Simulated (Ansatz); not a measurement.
**Te: band structure with PBEsol**

Te:

```
Te
1.0
     3.82029   -2.14820    0.00000
     3.82029    2.14820    0.00000
    -0.09429    0.00000    5.97609
Te
3
Direct
  0.00000 0.00000 0.00000
  0.30945 0.30945 0.33881
  0.69055 0.69055 0.66119
```

This isn't the form of Te at room conditions, which is trigonal, of chains.

| Quantity | Value |
| --- | --- |
| Program | Ansatz 0.2.0 |
| Task | band structure |
| Functional | PBEsol |
| Potentials or basis | Ansatz PAW |
| Cutoff | 420 eV (not typed: the program's choice for these potentials) |
| k mesh | 7 × 7 × 5 |
| Occupations | fermi-dirac, width 0.05 eV |
| Spin | spin-orbit coupling, no magnetisation |
| Path | [["G", "Y", "F", "L", "I"], ["I1", "Z", "F1"], ["Y", "X1"], ["X", "G", "N"], ["M", "G"]] |
| Points for each segment of the path | 14 |

The pressure is -1.6 GPa. The largest force is 0.113 eV/Å and the band gap on the k mesh is none (metal or under the smearing width).

Forces in eV/Å, atoms in the order of the input:
```
Te   0.000  0.000  0.000
Te   0.102  0.000 -0.049
Te  -0.102  0.000  0.049
```

Stress tensor (GPa, compression positive):
```
-1.65  0.00  0.02
 0.00 -1.50  0.00
 0.02  0.00 -1.58
```

Levels at the corners of the path, in eV from the Fermi level:
| point | band 45 | band 46 | band 47 | band 48 | band 49 | band 50 | band 51 | band 52 |
| --- | --- | --- | --- | --- | --- | --- | --- | --- |
| Γ | -1.52 | -1.52 | -1.32 | -1.32 | 0.40 | 0.40 | 1.33 | 1.33 |
| Y | -0.46 | -0.46 | -0.32 | -0.32 | 0.25 | 0.25 | 0.35 | 0.35 |
| F | -1.41 | -1.41 | -0.86 | -0.86 | 0.18 | 0.18 | 0.75 | 0.75 |
| L | -2.52 | -2.52 | -0.06 | -0.06 | 0.30 | 0.30 | 1.97 | 1.97 |
| I | -0.29 | -0.29 | 0.11 | 0.11 | 0.29 | 0.29 | 0.46 | 0.46 |
| I1 | -0.29 | -0.29 | 0.11 | 0.11 | 0.29 | 0.29 | 0.46 | 0.46 |
| Z | -1.02 | -1.02 | -0.26 | -0.26 | -0.25 | -0.25 | 0.11 | 0.11 |
| F1 | -1.41 | -1.41 | -0.86 | -0.86 | 0.18 | 0.18 | 0.75 | 0.75 |
| Y | -0.46 | -0.46 | -0.32 | -0.32 | 0.25 | 0.25 | 0.35 | 0.35 |
| X1 | -1.30 | -1.30 | -0.97 | -0.97 | 0.84 | 0.84 | 1.26 | 1.26 |
| X | -1.30 | -1.30 | -0.97 | -0.97 | 0.84 | 0.84 | 1.26 | 1.26 |
| Γ | -1.52 | -1.52 | -1.32 | -1.32 | 0.40 | 0.40 | 1.33 | 1.33 |
| N | -2.60 | -2.60 | -0.20 | -0.20 | 0.28 | 0.28 | 1.80 | 1.80 |
| M | -0.70 | -0.70 | -0.68 | -0.68 | 0.31 | 0.31 | 0.42 | 0.42 |
| Γ | -1.52 | -1.52 | -1.32 | -1.32 | 0.40 | 0.40 | 1.33 | 1.33 |

It took 2.3 min on 2 threads of AMD EPYC 7R43 64-Core Processor (Zen 3), with other jobs on the host, peak memory 1.2 GiB.

Caveat: the PAW data sets come from PBE, with cores solved anew for the run's functional, which leaves a small shift of forces and pressure.
